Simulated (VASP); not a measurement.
A run of VASP 6.6.1 is set up as follows.

INCAR

```
SYSTEM = TaSi2
ALGO = Normal
EDIFF = 1E-7
ENCUT = 520
GGA = PE
ICORELEVEL = 1
ISIF = 2
ISMEAR = 0
LASPH = .True.
LCHARG = .False.
LREAL = .False.
LWAVE = .False.
NELM = 80
PREC = Accurate
SIGMA = 0.02
```

Contents of KPOINTS:

```
k-points
0
Gamma
  5 5 3
  0 0 0
```

File POSCAR:

```
TaSi2
1.0
    4.7839000000      0.0000000000      0.0000000000
   -2.3919500000      4.1429789292      0.0000000000
    0.0000000000      0.0000000000      6.5700000000
Ta Si
3 6
Direct
    0.0000000000      0.5000000000      0.3333333333
    0.5000000000      0.5000000000      0.6666666667
    0.5000000000      0.0000000000      0.0000000000
    0.3179400000      0.1589700000      0.3333333333
    0.1589700000      0.8410300000      0.6666666667
    0.8410300000      0.6820600000      0.0000000000
    0.6820600000      0.8410300000      0.3333333333
    0.8410300000      0.1589700000      0.6666666667
    0.1589700000      0.3179400000      0.0000000000
```

Potentials or basis: VASP PAW PBE potentials, release 64 (Ta_pv, Si).

Launch:

```bash
$ cat potpaw_PBE.64/Ta_pv/POTCAR potpaw_PBE.64/Si/POTCAR > POTCAR
$ mpirun -np 1 vasp_std > vasp.out
```

What does it give for the largest force?

0.054 eV/Å.

What does it give for the pressure?

2.6 GPa.

Predict the band gap on the k mesh.

none (metal or under the smearing width).

Core levels (eV, on the scale of the bands):
| atom | levels |
| --- | --- |
| 1 Ta | 1s -67328.3, 2s -11554.1, 2p -10121.3, 3s -2635.6, 3p -2209.7, 3d -1713.4, 4s -525.7, 4p -386.0, 4d -207.4, 4f -10.1, 5s -58.3 |
| 2 Ta | 1s -67328.3, 2s -11554.1, 2p -10121.3, 3s -2635.6, 3p -2209.7, 3d -1713.4, 4s -525.7, 4p -386.0, 4d -207.4, 4f -10.1, 5s -58.3 |
| 3 Ta | 1s -67328.3, 2s -11554.1, 2p -10121.3, 3s -2635.6, 3p -2209.7, 3d -1713.4, 4s -525.7, 4p -386.0, 4d -207.4, 4f -10.1, 5s -58.3 |
| 4 Si | 1s -1771.1, 2s -125.0, 2p -81.0 |
| 5 Si | 1s -1771.1, 2s -125.0, 2p -81.0 |
| 6 Si | 1s -1771.1, 2s -125.0, 2p -81.0 |

The run has no spin-orbit coupling, so splittings on Ta are missing.
